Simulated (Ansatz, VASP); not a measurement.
## GaSb in VASP and in Ansatz

POSCAR

```
GaSb
1.0
    0.0000000000      3.0317979111      3.0317979111
    3.0317979111      0.0000000000      3.0317979111
    3.0317979111      3.0317979111      0.0000000000
Ga Sb
1 1
Direct
    0.0000000000      0.0000000000      0.0000000000
    0.7500000000      0.7500000000      0.7500000000
```

Contents of INCAR.step1:

```
SYSTEM = GaSb
PREC = Accurate
ENCUT = 520
ISMEAR = 0
SIGMA = 0.05
LREAL = .False.
LASPH = .True.
NELM = 80
NBANDS = 16
GGA = PE
ALGO = Normal
EDIFF = 1E-4
LWAVE = .True.
LCHARG = .False.
```

Contents of INCAR.step2:

```
SYSTEM = GaSb
PREC = Accurate
ENCUT = 520
EDIFF = 1E-7
ISMEAR = 0
SIGMA = 0.05
LREAL = .False.
LASPH = .True.
NELM = 80
ALGO = Normal
ISIF = 2
LWAVE = .False.
LCHARG = .False.
METAGGA = R2SCAN
LMIXTAU = .True.
IVDW = 13
VDW_S6 = 1.0
VDW_S8 = 0.6018749
VDW_A1 = 0.51559235
VDW_A2 = 5.77342911
NBANDS = 16
ISTART = 1
```

KPOINTS

```
regular mesh
0
Gamma
  6 6 6
  0 0 0
```

Input for Ansatz:

```yaml
crystal:
  lattice:
    - [0.0, 3.0317979111, 3.0317979111]
    - [3.0317979111, 0.0, 3.0317979111]
    - [3.0317979111, 3.0317979111, 0.0]
  atoms:
    - { symbol: Ga, position: [0.0, 0.0, 0.0] }
    - { symbol: Sb, position: [0.75, 0.75, 0.75] }
basis:
  ecutwfc: 500
  ecutrho_ratio: 4
kpoints:
  mp_grid: { grid: [6, 6, 6] }
hamiltonian:
  xc: r2scan
  dispersion: d4
scf:
  occupations: { method: gaussian, width: 0.05 }
output:
  forces: true
  stress: true
  eigenvalues: true
```

Alike in both runs: task single point; functional r2SCAN; dispersion D4; k mesh 6 × 6 × 6; occupations gaussian, width 0.05 eV; no spin polarisation.

```csv
,VASP,Ansatz
version,VASP 6.6.1,Ansatz 0.2.0
potentials or method,"VASP PAW PBE potentials, release 64 (Ga_d, Sb)","scalar-relativistic, plane waves, PAW"
plane-wave cutoff (eV),520,500
valence electrons in the cell,18,28
```

Ansatz gave:

| Item | Value |
| --- | --- |
| gap on the k mesh at the Fermi level (eV) | 0.67 |
| least direct gap on the mesh (eV) | 0.67 |
| pressure (GPa) | 1.2 |
| dispersion energy (meV/atom) | -145.7 |

Q: Which values does VASP return?

A: gap on the k mesh at the Fermi level (eV): 0.66; least direct gap on the mesh (eV): 0.66; pressure (GPa): 1.3; dispersion energy (meV/atom): -145.5.

The two sets of potentials don't hold the same shells in valence.

Caveats: the PAW data sets were made with another functional, which shifts forces and pressure a little (VASP); spin-orbit coupling is left out, which moves the levels of the heavy elements. A k mesh can miss the band edges. r2SCAN opens gaps a little over a GGA but as a rule still falls short of measured ones.
